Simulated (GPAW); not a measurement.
# TePb (Fm-3m) in GPAW: notebook

Runs on TePb. Level: PBE. Tasks: single point.

All numbers are computed with GPAW 26.7.0; they aren't measurements. Logs are shortened: lines on timing, memory, paths and dates and some standing lists are left out, and cuts for length are marked. The log counts tension as positive stress, the text compression.

## 1. Starting point

Symmetry: Fm-3m, No. 225, cubic system. Conventional cell: a = 6.462 Å, b = 6.462 Å, c = 6.462 Å, α = 90.00°, β = 90.00°, γ = 90.00°. Around Pb (site symmetry m-3m) lie 6 Te at 3.23 Å. Te (site symmetry m-3m) is surrounded by 6 Pb at 3.23 Å.

## 2. Single point, PBE

run.py

```python
from ase import Atoms
from ase.dft.bandgap import bandgap
from ase.io import write
from ase.units import GPa
from gpaw import GPAW, PW

atoms = Atoms(['Pb', 'Te'],
              cell=[[0.0, 3.231, 3.231],
                    [3.231, 0.0, 3.231],
                    [3.231, 3.231, 0.0]],
              scaled_positions=[[0.0, 0.0, 0.0],
                                [0.5, 0.5, 0.5]],
              pbc=True)

calc = GPAW(mode=PW(600),
            xc='PBE',
            kpts={'size': (7, 7, 7), 'gamma': True},
            occupations={'name': 'methfessel-paxton', 'order': 0, 'width': 0.016},
            nbands=19,
            convergence={'density': 1e-05, 'energy': 1e-05},
            maxiter=150,
            txt='gpaw.txt')
atoms.calc = calc
energy = atoms.get_potential_energy()
forces = atoms.get_forces()
stress = atoms.get_stress()
calc.write('gs.gpw')
write('result.traj', atoms)
print(f'Energy: {energy:.6f} eV')
print('Forces (eV/A):')
print(forces.round(4))
print('Stress (GPa):', (stress / GPa).round(3))
print('Fermi level:', round(calc.get_fermi_level(), 4), 'eV')
print(f'Gap: {bandgap(calc)[0]:.4f} eV, direct: {bandgap(calc, direct=True)[0]:.4f} eV')
```

Potentials or basis: GPAW PAW data sets (gpaw-data 1.2.1), pw.

On the command line:

```sh
> OMP_NUM_THREADS=1 python run.py
```

gpaw.txt:

```text
__  _  _
 | _ |_)|_||  |
 |__||  | ||/\| - 26.7.0

Input parameters:
  mode=PW(ecut=600.0),
  convergence={'density': 1e-05, 'energy': 1e-05},
  kpts=MonkhorstPack(size=(7, 7, 7), gamma=True),
  maxiter=150,
  nbands=19,
  occupations=Occupations(name='methfessel-paxton', order=0, width=0.016),
  xc=XC(name='PBE')

Diagonalizing LCAO Hamiltonian
Converting LCAO to pw mode

                 Te

       Pb

Atoms  # Å, Bohr magnetons
|   | symbol |        x |        y |        z |    initial magnetic moments |
|---|--------|----------|----------|----------|-----------------------------|
| 0 |     Pb | 0.000000 | 0.000000 | 0.000000 | ( 0.0000,  0.0000,  0.0000) |
| 1 |     Te | 3.231000 | 3.231000 | 3.231000 | ( 0.0000,  0.0000,  0.0000) |

Unit cell  # Å
| periodic |        x |        y |        z |  lengths |    angles |
|----------|----------|----------|----------|----------|-----------|
|      yes | 0.000000 | 3.231000 | 3.231000 | 4.569324 | 60.000000 |
|      yes | 3.231000 | 0.000000 | 3.231000 | 4.569324 | 60.000000 |
|      yes | 3.231000 | 3.231000 | 0.000000 | 4.569324 | 60.000000 |

Number of symmetries: 48
Symmetry operations  # r_c * U_cc + t_c -> r_c
|    | kind |            matrix            |
|----|------|------------------------------|
|  0 |  σ   |  1, 0, 0,  1, 0,-1,  1,-1, 0 |
|  1 |  C2  |  1, 0, 0,  1,-1, 0,  1, 0,-1 |
|  2 |  E   |  1, 0, 0,  0, 1, 0,  0, 0, 1 |
|  3 |  σ   |  1, 0, 0,  0, 0, 1,  0, 1, 0 |
|  4 |  C4  |  1, 0,-1,  1, 0, 0,  1,-1, 0 |
|  5 |  S6  |  1, 0,-1,  1,-1, 0,  1, 0, 0 |
|  6 |  σ   |  1, 0,-1,  0, 1,-1,  0, 0,-1 |
|  7 |  C3  |  1, 0,-1,  0, 0,-1,  0, 1,-1 |
|  8 |  S6  |  1,-1, 0,  1, 0, 0,  1, 0,-1 |
|  9 |  C4  |  1,-1, 0,  1, 0,-1,  1, 0, 0 |
| 10 |  C3  |  1,-1, 0,  0,-1, 1,  0,-1, 0 |
| 11 |  σ   |  1,-1, 0,  0,-1, 0,  0,-1, 1 |
| 12 |  σ   |  0, 1, 0,  1, 0, 0,  0, 0, 1 |
| 13 |  C4  |  0, 1, 0,  0, 1,-1, -1, 1, 0 |
| 14 |  C3  |  0, 1, 0,  0, 0, 1,  1, 0, 0 |
| 15 |  S6  |  0, 1, 0, -1, 1, 0,  0, 1,-1 |
| 16 |  C2  |  0, 1,-1,  1, 0,-1,  0, 0,-1 |
| 17 |  σ   |  0, 1,-1,  0, 1, 0, -1, 1, 0 |
| 18 |  S4  |  0, 1,-1,  0, 0,-1,  1, 0,-1 |
| 19 |  C4  |  0, 1,-1, -1, 1, 0,  0, 1, 0 |
| 20 |  C3  |  0, 0, 1,  1, 0, 0,  0, 1, 0 |
| 21 |  σ   |  0, 0, 1,  0, 1, 0,  1, 0, 0 |
| 22 |  S6  |  0, 0, 1,  0,-1, 1, -1, 0, 1 |
| 23 |  C4  |  0, 0, 1, -1, 0, 1,  0,-1, 1 |
| 24 |  S4  |  0, 0,-1,  1, 0,-1,  0, 1,-1 |
| 25 |  C3  |  0, 0,-1,  0, 1,-1,  1, 0,-1 |
| 26 |  C2  |  0, 0,-1,  0,-1, 0, -1, 0, 0 |
| 27 |  S6  |  0, 0,-1, -1, 0, 0,  0,-1, 0 |
| 28 |  S4  |  0,-1, 1,  1,-1, 0,  0,-1, 0 |
| 29 |  C4  |  0,-1, 1,  0, 0, 1, -1, 0, 1 |
| 30 |  C2  |  0,-1, 1,  0,-1, 0,  1,-1, 0 |
| 31 |  σ   |  0,-1, 1, -1, 0, 1,  0, 0, 1 |
| 32 |  C3  |  0,-1, 0,  1,-1, 0,  0,-1, 1 |
| 33 |  S6  |  0,-1, 0,  0, 0,-1, -1, 0, 0 |
| 34 |  S4  |  0,-1, 0,  0,-1, 1,  1,-1, 0 |
| 35 |  C2  |  0,-1, 0, -1, 0, 0,  0, 0,-1 |
| 36 |  C2  | -1, 1, 0,  0, 1, 0,  0, 1,-1 |
| 37 |  S6  | -1, 1, 0,  0, 1,-1,  0, 1, 0 |
| 38 |  S4  | -1, 1, 0, -1, 0, 1, -1, 0, 0 |
| 39 |  C3  | -1, 1, 0, -1, 0, 0, -1, 0, 1 |
| 40 |  S6  | -1, 0, 1,  0, 0, 1,  0,-1, 1 |
| 41 |  C2  | -1, 0, 1,  0,-1, 1,  0, 0, 1 |
| 42 |  C3  | -1, 0, 1, -1, 1, 0, -1, 0, 0 |
| 43 |  S4  | -1, 0, 1, -1, 0, 0, -1, 1, 0 |
| 44 |  C2  | -1, 0, 0,  0, 0,-1,  0,-1, 0 |
| 45 |  i   | -1, 0, 0,  0,-1, 0,  0, 0,-1 |
| 46 |  σ   | -1, 0, 0, -1, 1, 0, -1, 0, 1 |
| 47 |  C2  | -1, 0, 0, -1, 0, 1, -1, 1, 0 |

BZ-sampling:
  Number of BZ points: 343
  Number of IBZ points: 20

  Monkhorst-Pack size: [7, 7, 7]
  Monkhorst-Pack shift: [0, 0, 0]

K-points  # in reciprocal-cell coordinates
|     |                                coordinates |     weight |
|-----|--------------------------------------------|------------|
|   0 | (  0.00000000,   0.00000000,   0.00000000) | 0.00291545 |
|   1 | (  0.14285714,   0.14285714,   0.00000000) | 0.01749271 |
|   2 | (  0.14285714,   0.14285714,   0.14285714) | 0.02332362 |
|   3 | (  0.28571429,   0.14285714,   0.14285714) | 0.03498542 |
|   4 | (  0.28571429,   0.28571429,   0.00000000) | 0.01749271 |
|   5 | (  0.28571429,   0.28571429,   0.14285714) | 0.06997085 |
|   6 | (  0.28571429,   0.28571429,   0.28571429) | 0.02332362 |
|   7 | (  0.42857143,  -0.28571429,  -0.28571429) | 0.03498542 |
|   8 | (  0.42857143,   0.28571429,  -0.42857143) | 0.13994169 |
|   9 | (  0.42857143,   0.28571429,  -0.28571429) | 0.06997085 |
| ... |                                            |            |
|  19 | (  0.42857143,   0.42857143,   0.42857143) | 0.02332362 |

Plane wave coefficients: 2259
Cutoff: 600.0 eV

Spin-components: 1 (collinear spins)
Bands:           19
Projectors:      11
Spin-degeneracy: 2
Datatype:        complex128

Parallelization:
  kpt:    1
  domain: 1
  band:   1

Density:
  Valence electrons: 20.0
  Components: 1
  Grid points: [27 27 27]
  Charge: 0.0  # |e|

Potential:
  Grid points: [27 27 27]

species:
  Pb:
    name:    Lead
    Z:       82.0
    valence: 14
    core:    68
    charge:  0.0  # [|e|]
    compensation charges:
      type: gauss
      rc: 0.38  # [Å]
      lmax: 2
    cutoffs:
      filter: 2.36  # [Å]
      core: 2.43  # [Å]
    projectors
    | kind |    occ | energy [eV] | rcut [Å] |
    |------|--------|-------------|----------|
    |   6s |  2.000 |     -11.969 |    1.259 |
    |   6p |  2.000 |      -3.506 |    1.275 |
    |   5d | 10.000 |     -21.211 |    1.217 |
    |    s |        |      15.243 |    1.259 |
    |    p |        |      23.705 |    1.275 |
    |    d |        |       6.001 |    1.217 |

    Using partial waves for Pb as LCAO basis

  Te:
    name:    Tellurium
    Z:       52.0
    valence: 6
    core:    46
    charge:  0.0  # [|e|]
    compensation charges:
      type: gauss
      rc: 0.36  # [Å]
      lmax: 2
    cutoffs:
      filter: 2.09  # [Å]
      core: 3.17  # [Å]
    projectors
    | kind |    occ | energy [eV] | rcut [Å] |
    |------|--------|-------------|----------|
    |   5s |  2.000 |     -15.089 |    1.180 |
    |   5p |  4.000 |      -5.955 |    1.196 |
    |    s |        |      12.123 |    1.180 |
    |    p |        |      21.256 |    1.196 |
    |    d |        |       0.000 |    1.238 |

    Using partial waves for Te as LCAO basis

Reference energy: -752065.146798  # eV

eigensolver:
  PPCG
  Converge bands: occupied
  niter=2

density mixing:
  MSR1-Mixer
  Pratt-step length: 0.05
  Maximum mixing coefficient: 0.75
  Old densities: 10
  SVD Regularization: 0.005
  Good broyden scale: 1.0
  Trust region scale: 1.0
  Backstep threshold: 4.0
  History deletion threshold: 6.0
  Fourier metric: weight=20.0, sigma=0.015

occupation numbers:
  Methfessel-Paxton:
    width: 0.0160  # eV
    order: 0

poisson solver:
  ecut: 4800.0  # eV

xc functional:
  name: PBE with 2 nearest neighbor stencil

convergence criteria:
- Maximum integral of absolute [dens]ity change: 1e-05 electrons / valence electron
- Maximum [total energy] change in last 3 cyles: 1e-05 eV / valence electron
- Maximum integral of absolute [eigenst]ate change: 4e-08 eV^2 / valence electron
maximum number of iterations: 150

SCF iterations
|iter     | |      energy | eigst |  dens |
|---------|-|-------------|-------|-------|
|iter:   1| |   -7.906723 | -0.15 |       |
|iter:   2| |   -7.885178 | -1.98 | -1.35 |
|iter:   3| |   -7.799380 | -2.12 | -1.40 |
|iter:   4| |   -7.801135 | -3.78 | -1.99 |
|iter:   5| |   -7.801587 | -4.32 | -2.42 |
|iter:   6| |   -7.801598 | -5.83 | -3.31 |
|iter:   7| |   -7.801599c| -6.77 | -3.87 |
|iter:   8| |   -7.801599c| -7.78c| -4.62 |
|iter:   9| |   -7.801599c| -7.99c| -5.53c|

Converged in 9 steps
Energy contributions relative to reference atoms: (reference = -752065.146798)

Energy contributions:
  Kinetic:          19.814604
  Coulomb:         -20.111307
  Zero:              0.141643
  External:          0.000000
  Xc:               -7.646539
  Entropy:          -0.000000
  Spinorbit:         0.000000
  ----------------------------
  Free energy:      -7.801599
  Extrapolated:     -7.801599

dipole moment: (-27.309957, -27.309957, -27.309957)  # |e|*Ang

Fermi level: 6.249
Eigenvalues  # (at kpt = [0.000, 0.000, 0.000])
| band index |      eig [eV] | occ [0-2] |
|------------|---------------|-----------|
|          0 |       -11.048 |     2.000 |
|        ... |               |           |
|          2 |       -11.035 |     2.000 |
|          3 |       -11.035 |     2.000 |
|          4 |       -11.035 |     2.000 |
|          5 |        -6.329 |     2.000 |
|          6 |         0.142 |     2.000 |
|          7 |         4.302 |     2.000 |
[... 9 lines left out ...]
|         17 |        13.308 |     0.000 |
|         18 |        13.717 |     0.000 |

Gap: 0.980 eV
Transition (v -> c):
  (s=0, k=19, n=9, [0.43, 0.43, 0.43]) -> (s=0, k=19, n=10, [0.43, 0.43, 0.43])
No difference between direct/indirect transitions

Forces  # eV/Ang
|        x |        y |        z |
|----------|----------|----------|
|  0.00000 | -0.00000 |  0.00000 |  # Pb   0
| -0.00000 |  0.00000 | -0.00000 |  # Te   1

Stress tensor  # eV/Ang^3
|         x |         y |         z |
|-----------|-----------|-----------|
| -0.011411 |  0.000000 |  0.000000 |
|  0.000000 | -0.011411 |  0.000000 |
|  0.000000 |  0.000000 | -0.011411 |

# Writing to gs.gpw (mode='')
```

It took 15 s on 1 thread of Arm Neoverse V2, shared host; peak memory 0.17 GiB.

What came out:

- Free energy: -7.8016 eV
- Pressure: 1.8 GPa

Levels at points of the mesh, in eV from the Fermi level:
```csv
k point,band 8,band 9,band 10,band 11,band 12,band 13
"(0.00, 0.00, 0.00)",-1.95,-1.95,-1.95,3.47,3.47,3.47
```

Caveat: this odd mesh misses L, where the gap lies, so gap, dielectric constants and Born charges aren't listed.

## 3. Single point, PBE

Changes to run.py since step 2:

```diff
@@ -17,3 +17,3 @@
             kpts={'size': (7, 7, 7), 'gamma': True},
-            occupations={'name': 'methfessel-paxton', 'order': 0, 'width': 0.016},
+            occupations={'name': 'methfessel-paxton', 'order': 0, 'width': 0.017},
             nbands=19,
```

Potentials or basis: GPAW PAW data sets (gpaw-data 1.2.1), pw.

On the command line:

```sh
> OMP_NUM_THREADS=1 python run.py
```

It took 15 s on 1 thread of Arm Neoverse V2, shared host; peak memory 0.17 GiB.

It converged, with:

- Free energy: -7.8016 eV
- Pressure: 1.8 GPa

Levels at points of the mesh, in eV from the Fermi level:
| k point | band 7 | band 8 | band 9 | band 10 | band 11 | band 12 | band 13 | band 14 |
| --- | --- | --- | --- | --- | --- | --- | --- | --- |
| (0.00, 0.00, 0.00) | -6.11 | -1.95 | -1.95 | -1.95 | 3.47 | 3.47 | 3.47 | 5.24 |

Caveat: this odd mesh misses L, where the gap lies, so gap, dielectric constants and Born charges aren't listed. Spin-orbit coupling is left out, which matters for the levels of Pb, Te.
